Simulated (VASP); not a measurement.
# TiAl: how cutoff and mesh change the relaxed cell, part 2 of 2

How far does the relaxed cell of TiAl depend on cutoff and k mesh? The starting structure is a computed structure from the Materials Project. The first relaxation on each setting starts from this cell expanded by 3 % in volume.

VASP 6.6.1.

Results so far: reference 15.70 Å³ an atom; a cutoff of 270 eV 15.61 Å³ an atom; an 8×8×8 mesh 15.72 Å³ an atom.

## (5) Relaxation with a cutoff of 600 eV

Level of this step: PBEsol; plane waves and PAW (Ti_sv, Al) (VASP).

Against step 2 the input has ENCUT = 600. This run starts from the cell of an earlier relaxation, which isn't shown; the restart sets up the plane waves anew.

The input, INCAR:

```
SYSTEM = TiAl
PREC = Accurate
ENCUT = 600
EDIFF = 1E-06
NELM = 100
ISMEAR = 1
SIGMA = 0.15
LREAL = .FALSE.
ALGO = Normal
GGA = PS
NBANDS = 13
LASPH = .TRUE.
LORBIT = 11
LWAVE = .FALSE.
LCHARG = .FALSE.
KPAR = 4
IBRION = 2
NSW = 50
ISIF = 3
EDIFFG = -0.006
```

The input, POSCAR:

```
TiAl
1.0
    3.1562937126      0.0000000000      0.0000000000
    0.0000000000      3.1562937126      0.0000000000
    0.0000000000      0.0000000000      3.1562937126
Ti Al
1 1
Direct
    0.0000000000      0.0000000000      0.0000000000
    0.5000000000      0.5000000000      0.5000000000
```

The input, KPOINTS:

```
Automatic mesh
0
Gamma
14 14 14
0 0 0
```

The projector-augmented-wave data sets are Ti_sv and Al (PBE family, release 64).

Started as:

```
mpirun -np 4 vasp_std
```

The program printed:

```text
[... set-up lines as in an earlier step ...]
 entering main loop
       N       E                     dE             d eps       ncg     rms          rms(c)
DAV:   1     0.102795687111E+03    0.10280E+03   -0.77931E+03  3120   0.131E+03
DAV:   2    -0.860969830874E+01   -0.11141E+03   -0.10791E+03  3190   0.327E+02
DAV:   3    -0.144831096498E+02   -0.58734E+01   -0.56606E+01  4834   0.713E+01
DAV:   4    -0.146907139563E+02   -0.20760E+00   -0.20646E+00  3781   0.118E+01
[...]
DAV:  11    -0.129692793165E+02    0.12768E-04   -0.28671E-04  4034   0.192E-01    0.117E-02
DAV:  12    -0.129692799426E+02   -0.62612E-06   -0.11927E-05  3677   0.310E-02    0.989E-03
DAV:  13    -0.129692794893E+02    0.45332E-06   -0.15699E-06  3126   0.144E-02
   1 F= -.12969279E+02 E0= -.12968973E+02  d E =-.129693E+02
[...]
reached required accuracy - stopping structural energy minimisation
```

It took 23 s on 4 MPI ranks of AMD EPYC 7R43, shared host; peak memory 0.7 GiB.

Parts of OUTCAR (step 5):

```text
  Total       -0.0103766     -0.0103766     -0.0103766      0.0000000     -0.0000000      0.0000000
  in kB       -0.5287293     -0.5287293     -0.5287293      0.0000000     -0.0000000      0.0000000
  external PRESSURE =      -0.5287293 kB  Pullay stress =       0.0000000 kB

 POSITION                                       TOTAL-FORCE (eV/Angst)
 -----------------------------------------------------------------------------------
      0.00000      0.00000      0.00000         0.000000      0.000000      0.000000
      1.57815      1.57815      1.57815         0.000000      0.000000      0.000000
 -----------------------------------------------------------------------------------
    total drift:                               -0.000000     -0.000000     -0.000000

  FREE ENERGIE OF THE ION-ELECTRON SYSTEM (eV)
  ---------------------------------------------------
  free  energy   TOTEN  =       -12.9692794893 eV

  energy  without entropy=      -12.9683606690  energy(sigma->0) =      -12.96897322

[... 2 parts as in an earlier step ...]

[... 2 further parts left out ...]
[key lines of the parts left out:]
E-fermi :   8.9098
```

With a cutoff of 600 eV the cell ends at 15.722 Å³ an atom, +0.12 % from the reference.

## (6) Relaxation with a 20×20×20 mesh

Against step 2 the input has a 20×20×20 mesh. This run starts from the cell of an earlier relaxation, which isn't shown; the restart sets up the plane waves anew.

Changes to INCAR since step 5:

```diff
@@ -2,3 +2,3 @@
 PREC = Accurate
-ENCUT = 600
+ENCUT = 450
 EDIFF = 1E-06
```

The input, POSCAR:

```
TiAl
1.0
    3.1558905936      0.0000000000      0.0000000000
    0.0000000000      3.1558905936      0.0000000000
    0.0000000000      0.0000000000      3.1558905936
Ti Al
1 1
Direct
    0.0000000000      0.0000000000      0.0000000000
    0.5000000000      0.5000000000      0.5000000000
```

The input, KPOINTS:

```
Automatic mesh
0
Gamma
20 20 20
0 0 0
```

Started as:

```
mpirun -np 4 vasp_std
```

The program printed:

```text
[... set-up lines as in an earlier step ...]
 entering main loop
       N       E                     dE             d eps       ncg     rms          rms(c)
DAV:   1     0.901836426018E+02    0.90184E+02   -0.66620E+03  7451   0.106E+03
DAV:   2    -0.943349391333E+01   -0.99617E+02   -0.96280E+02  7706   0.296E+02
DAV:   3    -0.145374160258E+02   -0.51039E+01   -0.49066E+01 11227   0.657E+01
DAV:   4    -0.146919823655E+02   -0.15457E+00   -0.15396E+00  8652   0.102E+01
[...]
DAV:  11    -0.129661685836E+02    0.18693E-04   -0.29452E-04  9280   0.194E-01    0.111E-02
DAV:  12    -0.129661693702E+02   -0.78658E-06   -0.12837E-05  8724   0.317E-02    0.951E-03
DAV:  13    -0.129661689598E+02    0.41040E-06   -0.11718E-06  6815   0.122E-02
   1 F= -.12966169E+02 E0= -.12965574E+02  d E =-.129662E+02
[...]
N       E                     dE             d eps       ncg     rms          rms(c)
DAV:   1    -0.129666354543E+02   -0.46608E-03   -0.82367E-03  8166   0.128E+00    0.192E-01
[...]
DAV:   5    -0.129661641847E+02   -0.86867E-05   -0.10006E-05  9304   0.206E-02    0.253E-03
DAV:   6    -0.129661654551E+02   -0.12704E-05   -0.43539E-06  9223   0.836E-03    0.278E-03
DAV:   7    -0.129661658901E+02   -0.43501E-06   -0.44001E-07  4236   0.713E-03
   2 F= -.12966166E+02 E0= -.12965570E+02  d E =0.306974E-05
 trial-energy change:    0.000003  1 .order   -0.000000   -0.000029    0.000028
 step:   0.5068(harm=  0.5068)  dis= 0.00000  next Energy=   -12.966176 (dE=-0.731E-05)
[...]
N       E                     dE             d eps       ncg     rms          rms(c)
DAV:   1    -0.129662874228E+02   -0.12197E-03   -0.20171E-03  8141   0.634E-01    0.943E-02
DAV:   2    -0.129661812039E+02    0.10622E-03   -0.52026E-04  8150   0.314E-01    0.224E-02
DAV:   3    -0.129661712102E+02    0.99937E-05   -0.43009E-05  8666   0.752E-02    0.613E-03
DAV:   4    -0.129661722371E+02   -0.10269E-05   -0.11315E-05  9479   0.208E-02    0.507E-03
DAV:   5    -0.129661734904E+02   -0.12532E-05   -0.23894E-06  8499   0.101E-02    0.130E-03
DAV:   6    -0.129661735784E+02   -0.87963E-07   -0.10601E-06  6945   0.418E-03
   3 F= -.12966174E+02 E0= -.12965578E+02  d E =-.461853E-05
[...]
reached required accuracy - stopping structural energy minimisation
```

Run time: 87 s. Hardware: 4 MPI ranks; peak memory 0.72 GiB.

From OUTCAR (step 6):

```text
  Total        0.0054175      0.0054175      0.0054175      0.0000000      0.0000000     -0.0000000
  in kB        0.2763524      0.2763524      0.2763524      0.0000000      0.0000000     -0.0000000
  external PRESSURE =       0.2763524 kB  Pullay stress =       0.0000000 kB

 POSITION                                       TOTAL-FORCE (eV/Angst)
 -----------------------------------------------------------------------------------
      0.00000      0.00000      0.00000        -0.000000     -0.000000      0.000000
      1.57756      1.57756      1.57756         0.000000      0.000000      0.000000
 -----------------------------------------------------------------------------------
    total drift:                               -0.000000      0.000000      0.000000

  FREE ENERGIE OF THE ION-ELECTRON SYSTEM (eV)
  ---------------------------------------------------
  free  energy   TOTEN  =       -12.9661735784 eV

  energy  without entropy=      -12.9643871103  energy(sigma->0) =      -12.96557809

[... 1 part as in an earlier step ...]

[... 3 further parts left out ...]
[key lines of the parts left out:]
E-fermi :   8.9175
```

With a 20×20×20 mesh the cell ends at 15.704 Å³ an atom, +0.01 % from the reference.

## (7) Comparison

```tsv
run	volume (Å³/atom)	change (%)	pressure left (GPa)	core minutes
reference	15.703	-	0.02	6.33
a cutoff of 270 eV	15.613	-0.57	0.0	3.73
an 8×8×8 mesh	15.718	0.1	0.02	2.59
a cutoff of 600 eV	15.722	0.12	-0.05	6.73
a 20×20×20 mesh	15.704	0.01	0.03	13.5
```

Core minutes are wall time times ranks, summed over the relaxations behind a row (those for a bulk modulus apart), on shared hosts.

## (8) Results

| Quantity | Value |
| --- | --- |
| volume of the reference | 15.70 Å³/atom |
| volume against the reference, a cutoff of 270 eV | -0.57 % |
| volume against the reference, an 8×8×8 mesh | +0.10 % |
| volume against the reference, a cutoff of 600 eV | +0.12 % |
| volume against the reference, a 20×20×20 mesh | +0.01 % |

**Reading.** The volume moves most with a cutoff of 270 eV: -0.57 % against the reference (450 eV, 14×14×14 mesh). On finer settings it changes by +0.12 % with a cutoff of 600 eV and +0.01 % with a 20×20×20 mesh. The relaxations stop with up to 0.05 GPa left, which at a bulk modulus of 50 GPa, to name a scale, is 0.11 % of the volume. That understates it: a restart alone still moved the volume by up to 0.3 %. A cell that shrinks at the lower cutoff is the usual mark of Pulay stress, the error that a plane-wave basis makes when it is kept while the volume changes. Further runs on this material are not shown.

[Lines on the potential files, build, host, timing and source positions are cut from VASP's logs without a mark.]

[Logs are printed without paths, hosts, clocks, repeated set-up lines and the standing remarks that a program may print on its own settings, such as how far it seeks lower states.]

[Hosts, paths, dates, database ids (printed as entryN), source tags and the programs' standing remarks are cut or masked in the printed files.]
